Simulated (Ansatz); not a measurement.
# SmH3: the cost of one run

Program: Ansatz 0.2.0. Level of theory: DFT PBE, scalar-relativistic, plane waves, PAW; 4f electrons in the core of a trivalent norm-conserving potential. These are calculated values, not measurements.

## Step 1: The structure to begin with

The structure is tetragonal, space group P4/mmm (No. 123). The conventional cell has a = 4.208 Å, b = 4.208 Å, c = 2.957 Å, α = 90.00°, β = 90.00°, γ = 90.00°. Sm (site symmetry 4/mmm) is surrounded by 12 H at 2.57 to 2.98 Å and 2 Sm at 2.96 Å. H (site symmetry 4/mmm) has 10 H at 2.57 to 2.96 Å in its first shell of neighbours. Around H (site symmetry mmm) lie 4 Sm at 2.57 Å and 4 H at 2.57 Å.

Coordinates:

```
Sm H
1.0
     4.20779    0.00000    0.00000
     0.00000    4.20779    0.00000
     0.00000    0.00000    2.95717
Sm H
1 3
Direct
  0.00000 0.00000 0.00000
  0.50000 0.50000 0.00000
  0.50000 0.00000 0.50000
  0.00000 0.50000 0.50000
```

Recipe of the guess: species swapped into a database cell of Fe3Co (P4/mmm, No. 123), with H on the Fe sites and Sm on the Co sites. The dimensions are guesses.

## Step 2: The guess as it stands, on a coarse mesh

The input, input.yaml:

```yaml
crystal:
  lattice:
    - [4.20779035, 0.0, 0.0]
    - [0.0, 4.20779035, 0.0]
    - [0.0, 0.0, 2.95716541]
  atoms:
    - { symbol: Sm, position: [0.0, 0.0, 0.0] }
    - { symbol: H, position: [0.5, 0.5, 0.0] }
    - { symbol: H, position: [0.5, 0.0, 0.5] }
    - { symbol: H, position: [0.0, 0.5, 0.5] }
basis:
  ecutwfc: 690
kpoints:
  mp_grid: { grid: [4, 4, 6] }
hamiltonian:
  xc: pbe
  pseudopotentials:
    kind: paw
    azcp: { Sm: "pseudopotentials/pbe/nc/lanthanide_3plus/Sm.nc.azcp" }
scf:
  occupations: { method: gaussian, width: 0.1 }
  lower_state_search: "off"
output:
  forces: true
  stress: true
  eigenvalues: true
```

Started as:

```bash
$ ansatz run input.yaml --threads 1 --pin off --max-ram 2560MiB --backend cpu --events-out ev --progress --plain --runs-dir out
```

What time and memory should one allow on 1 thread of Intel Xeon at 2.70GHz, shared host?

About 2.6 s, with a peak of 0.32 GiB.
